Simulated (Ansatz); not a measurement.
CdS (space group P6_3mc) relaxed with several functionals in Ansatz (plane waves to 420 eV, scalar-relativistic PAW, no spin-orbit coupling, symmetry kept). The database cell has 25.12 Å³/atom; its temperature or method isn't stated, so the comparison with it is no error of the functional. No moments.

```csv
functional,conventional cell,V (Å³/atom),against the database cell (%),gap on mesh (eV),largest moment (μB)
PBE,"a = 4.197 Å, b = 4.197 Å, c = 6.828 Å, α = 90.00°, β = 90.00°, γ = 120.00°",26.04,3.7,1.11,0.00
LDA,"a = 4.075 Å, b = 4.075 Å, c = 6.635 Å, α = 90.00°, β = 90.00°, γ = 120.00°",23.85,-5.0,1.03,0.00
PBE+D3(BJ),"a = 4.144 Å, b = 4.144 Å, c = 6.746 Å, α = 90.00°, β = 90.00°, γ = 120.00°",25.09,-0.1,1.20,0.00
```